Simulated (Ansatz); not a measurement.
**Ga: response to strain**

Aim: deform Ga (equal xy, yz and zx engineering shear strains of -3 %) and compute stress, forces and field gradients with LAPW, PAW and all-electron datasets made for the crystal.

Method: DFT PBEsol, scalar-relativistic, in Ansatz 0.2.0.

**1. The starting structure**

Symmetry: C2/c, No. 15, monoclinic system. The conventional cell has a = 2.766 Å, b = 8.053 Å, c = 3.332 Å, α = 90.00°, β = 92.02°, γ = 90.00°. Ga (site symmetry 2) has 8 Ga at 2.69 to 2.92 Å as nearest neighbours.

Coordinates:

```
Ga
1.0
     1.38300   -4.02650    0.00000
     1.38300    4.02650    0.00000
    -0.11745    0.00000    3.32993
Ga
2
Cartesian
  1.3536 -2.9716 0.8325
  1.2949 2.9716 2.4974
```

Atoms are numbered in the order of the input: Ga1, Ga2.

**2. The deformed structure**

Space group C2/c before, P-1 after.

**3. All-electron LAPW**

input.yaml reads:

```yaml
crystal:
  lattice:
    - [1.4433975, -4.047245, 0.0396525]
    - [1.3226025, 4.005755, -0.0811425]
    - [-0.16739895, -0.0481872, 3.33169175]
  atoms:
    - { symbol: Ga, position: [0.869, 0.131, 0.25] }
    - { symbol: Ga, position: [0.131, 0.869, 0.75] }
kpoints:
  mp_grid: { grid: [14, 14, 11] }
  band_path:
    path:
      - [0.0, 0.0, 0.0]
      - [0.5, -0.5, 0.0]
      - [0.0, 0.0, 0.5]
      - [0.0, 0.0, 0.0]
      - [-0.5, 0.0, 0.0]
      - [0.0, -0.5, 0.5]
      - [0.0, 0.0, 0.0]
      - [-0.5, 0.0, 0.5]
      - [0.0, -0.5, 0.0]
    npoints: 5
scf:
  occupations: { method: fermi_dirac, width: 0.03 }
hamiltonian:
  xc: pbesol
  pseudopotentials: { kind: all_electron, lapw: { basis_error: 0.0005 } }
output:
  forces: true
  stress: true
  eigenvalues: true
```

Command:

```sh
ansatz run input.yaml --threads 1 --pin off --max-ram 3072MiB --backend cpu --events-out ev --progress --plain --runs-dir out
```

Standard output, cut to the lines that bear on the results:

```text
LAPW: plane waves up to 8.664 Å⁻¹, error target 5.0e-4 eV per atom; small_component_spin mean_spin; Ga in spheres of 1.326 Å, 21 of its electrons in bands, Dirac shells []
[...]
Pseudopotentials: kind: all_electron
Pseudopotential: Ga, LAPW, valence charge 21, Koelling and Harmon's equation, gaussian nucleus
Functional definition: PBEsol
[...]
Crystal: 2 atoms, lattice volume = 37.061 Å³
Basis set: ecut = 286.02885333814635 eV, 407 PW (Γ), FFT grids on a1+a2, a2, a3, exchange–correlation at level 2
Bands: 26, of which v1, the nominal top of the filled ones, is band 21 counted from 1 (20 counted from 0)
Symmetry: 2 space group operations
Space group: P-1 (ITA 2), of the structure as read, at distance tolerance 3.3e-5 Å
k-points: 1080 of 2156
[...]
SCF iter   1: F=—  HF=-105720.134206 eV  |F-HF|=—  |Δ(HF+E_count)|=         —  Δρ=1.30e-2  dr2=3.88e-2  ethr=9.21e-5  ⟨swp⟩=3.0  Hψ=188293  notcnv=0
[...]
SCF iter   8: F=-105720.052870 eV  HF=-105720.052870 eV  |F-HF|=1.53e-9  |Δ(HF+E_count)|=   1.52e-8  Δρ=3.81e-6  dr2=6.36e-9  ethr=2.52e-10  ⟨swp⟩=2.0  Hψ=78962  notcnv=0
[...]
NSCF: frozen V_eff on 41 k-points
SCF converged after 8 iterations
Free energy (F): -105720.052870 eV
[...]
E sigma→0 (E₀):  -105720.051892 eV
Entropy (-TS):   -0.001956 eV (-0.978 meV/atom)
Fermi energy:    11.833767 eV
[...]
--- Forces (eV/Å), atoms counted from 1 ---
  atom   1  Ga    -0.01464651     0.16613995     0.01230281
  atom   2  Ga     0.01464651    -0.16613995    -0.01230281
[...]
--- Stress (GPa, compression-positive) ---
       -1.704878       0.794131       0.188171
        0.794131      -1.331043       1.185830
        0.188171       1.185830      -1.758305
  P = ⅓ Tr σ = -1.5981 GPa (-15.981 kbar)
--- Band table (eV; the first three rows and the last of 1080) ---
  k-point 0: bands = ["-131.5396", "-131.5387", "-82.4548", "-82.4504", "-82.4357", "-82.4337", "-82.4334", "-82.4268", "-3.2591", "-3.2450", "-3.2088", "-3.1882", "-2.9125", "-2.9076", "-2.8813", "-2.8765", "-2.8594", "-2.7242", "0.6051", "9.7465", "10.2338", "13.4858", "17.2716", [...]
[...]
```

Run time: 3.8 min. Hardware: 1 thread of Arm Neoverse V1, shared host; peak memory 2.2 GiB.

Result: pressure -1.60 GPa; no gap; largest force 0.167 eV/Å.

**4. PAW on the default files**

input.yaml reads:

```yaml
crystal:
  lattice:
    - [1.4433975, -4.047245, 0.0396525]
    - [1.3226025, 4.005755, -0.0811425]
    - [-0.16739895, -0.0481872, 3.33169175]
  atoms:
    - { symbol: Ga, position: [0.869, 0.131, 0.25] }
    - { symbol: Ga, position: [0.131, 0.869, 0.75] }
kpoints:
  mp_grid: { grid: [14, 14, 11] }
scf:
  occupations: { method: fermi_dirac, width: 0.03 }
hamiltonian:
  xc: pbesol
  pseudopotentials: { kind: paw }
output:
  forces: true
  stress: true
  eigenvalues: true
  efg: { contact_densities: true }
```

Command:

```sh
ansatz run input.yaml --threads 1 --pin off --max-ram 3072MiB --backend cpu --events-out ev --progress --plain --runs-dir out
```

Standard output, cut to the lines that bear on the results:

```text
[...]
Pseudopotentials: kind: paw
Pseudopotential: Ga, paw, valence charge 13, recommended cutoff 420 eV (normal)
[... 1 set-up line as earlier in the session ...]
[...]
Crystal: 2 atoms, lattice volume = 37.061 Å³
Basis set: ecut = 420 eV, 729 PW (Γ), exchange–correlation on 60×60×48 points (8 copies of the dense FFT grid, shifted against one another)
Bands: 17, of which v1, the nominal top of the filled ones, is band 13 counted from 1 (12 counted from 0)
[... 2 set-up lines as earlier in the session ...]
k-points: 1080 of 2156
[...]
SCF iter   1: F=—  HF=-7486.366150 eV  |F-HF|=—  |Δ(HF+E_count)|=         —  Δρ=2.20e-3  dr2=1.40e-3  ethr=1.77e-3  ⟨swp⟩=5.9  Hψ=88766  notcnv=0
[...]
  atom   1  Ga    -0.01460098     0.16681500     0.01244995
  atom   2  Ga     0.01460098    -0.16681500    -0.01244995
[...]
--- Stress (GPa, compression-positive) ---
       -1.736392       0.792863       0.187878
        0.792863      -1.359687       1.185189
        0.187878       1.185189      -1.788458
  P = ⅓ Tr σ = -1.6282 GPa (-16.282 kbar)
--- PAW observables at the nuclei: V_zz in 10²¹ V/m², potentials from the cell's mean, atoms counted from 1 ---
  atom   1  Ga V_zz =    +2.783099   η = 0.5991   by run symmetry: allowed
            electrostatic potential = -4133.102573 V   contact ρ = 187069.878241 e/Å³
  atom   2  Ga V_zz =    +2.783099   η = 0.5991   by run symmetry: allowed
            electrostatic potential = -4133.102573 V   contact ρ = 187069.878241 e/Å³
--- Band table (eV; the first three rows and the last of 1080) ---
  k-point 0: bands = ["-5.3633", "-5.3495", "-5.3129", "-5.2918", "-5.0168", "-5.0120", "-4.9853", "-4.9811", "-4.9639", "-4.8290", "-1.4908", "7.6498", "8.1362", "11.3880", "15.1744", "19.4274", "19.5054"]
[...]
```

It took 42 s on 1 thread of Arm Neoverse V1, shared host; peak memory 0.79 GiB.

Read from it: pressure -1.63 GPa; no gap; largest force 0.168 eV/Å; Vzz Ga1 2.78 (η = 0.60) (10²¹ V/m²).

**5. Datasets made for this crystal**

Edit input.yaml of step 4 so:

```diff
@@ -14,3 +14,3 @@
   xc: pbesol
-  pseudopotentials: { kind: paw }
+  pseudopotentials: { kind: all_electron, datasets: crystal }
 output:
```

Command:

```sh
ansatz run input.yaml --threads 1 --pin off --max-ram 3072MiB --backend cpu --events-out ev --progress --plain --runs-dir out
```

Standard output, cut to the lines that bear on the results:

```text
[...]
[... 1 set-up line as earlier in the session ...]
Pseudopotential: Ga, paw, valence charge 13, recommended cutoff 260 eV (normal), Koelling and Harmon's equation, gaussian nucleus
[... 1 set-up line as earlier in the session ...]
[...]
Crystal: 2 atoms, lattice volume = 37.061 Å³
Basis set: ecut = 260 eV, 359 PW (Γ), exchange–correlation on 48×48×36 points (8 copies of the dense FFT grid, shifted against one another)
Bands: 17, of which v1, the nominal top of the filled ones, is band 13 counted from 1 (12 counted from 0)
[... 2 set-up lines as earlier in the session ...]
k-points: 1080 of 2156
[...]
SCF iter   1: F=—  HF=-105720.056836 eV  |F-HF|=—  |Δ(HF+E_count)|=         —  Δρ=2.06e-2  dr2=1.56e-1  ethr=6.28e-4  ⟨swp⟩=3.6  Hψ=94405  notcnv=0
[...]
--- Forces (eV/Å), atoms counted from 1 ---
  atom   1  Ga    -0.01468126     0.16621017     0.01232243
  atom   2  Ga     0.01468126    -0.16621017    -0.01232243
[...]
--- Stress (GPa, compression-positive) ---
       -1.704500       0.794398       0.188566
        0.794398      -1.330020       1.186593
        0.188566       1.186593      -1.757741
  P = ⅓ Tr σ = -1.5974 GPa (-15.974 kbar)
--- PAW observables at the nuclei: V_zz in 10²¹ V/m², potentials from the cell's mean, atoms counted from 1 ---
  atom   1  Ga V_zz =    +2.806127   η = 0.5980   by run symmetry: allowed
            electrostatic potential = -4131.474266 V   contact ρ = 187137.886271 e/Å³
  atom   2  Ga V_zz =    +2.806127   η = 0.5980   by run symmetry: allowed
            electrostatic potential = -4131.474266 V   contact ρ = 187137.886271 e/Å³
--- Band table (eV; the first three rows and the last of 1080) ---
  k-point 0: bands = ["-3.2589", "-3.2445", "-3.2087", "-3.1885", "-2.9125", "-2.9074", "-2.8814", "-2.8762", "-2.8592", "-2.7240", "0.6051", "9.7465", "10.2338", "13.4859", "17.2716", "21.5316"]
[...]
```

Wall time 1.9 min (1 thread of Arm Neoverse V1, shared host); peak memory 1.5 GiB.

Read from it: pressure -1.60 GPa; no gap; largest force 0.167 eV/Å; Vzz Ga1 2.81 (η = 0.60) (10²¹ V/m²).

**6. Stress and forces compared**

Stress (GPa, compression positive):

| method | xx | yy | zz | yz | xz | xy |
| --- | --- | --- | --- | --- | --- | --- |
| LAPW | -1.70 | -1.33 | -1.76 | 1.19 | 0.19 | 0.79 |
| PAW | -1.74 | -1.36 | -1.79 | 1.19 | 0.19 | 0.79 |
| crystal datasets | -1.70 | -1.33 | -1.76 | 1.19 | 0.19 | 0.79 |

Forces (eV/Å):

| atom | LAPW x | LAPW y | LAPW z | PAW x | PAW y | PAW z | crystal datasets x | crystal datasets y | crystal datasets z |
| --- | --- | --- | --- | --- | --- | --- | --- | --- | --- |
| Ga1 | -0.015 | 0.166 | 0.012 | -0.015 | 0.167 | 0.012 | -0.015 | 0.166 | 0.012 |
| Ga2 | 0.015 | -0.166 | -0.012 | 0.015 | -0.167 | -0.012 | 0.015 | -0.166 | -0.012 |

| method | pressure (GPa) | largest force (eV/Å) | Vzz Ga1 (10²¹ V/m²) | SCF cycles, all passes |
| --- | --- | --- | --- | --- |
| LAPW | -1.60 | 0.167 | – | 8 |
| PAW | -1.63 | 0.168 | 2.78 | 7 |
| crystal datasets | -1.60 | 0.167 | 2.81 | 8 |

**7. Outcome**

```
                                 quantity                                              value
                                 pressure  LAPW -1.60, PAW -1.63, crystal datasets -1.60 GPa
largest shear or deviatoric stress (LAPW)                                           1.19 GPa
```

The largest part of the stress beyond the pressure is 1.19 GPa in size, in the yz component; the atoms are carried along and not relaxed. No run of the undeformed cell stands beside it, so the pressure holds what the given cell had before the change. PAW: stress within 0.03 GPa of LAPW, forces within 1 meV/Å. Crystal datasets: stress within 0.01 GPa of LAPW, forces within 1 meV/Å.
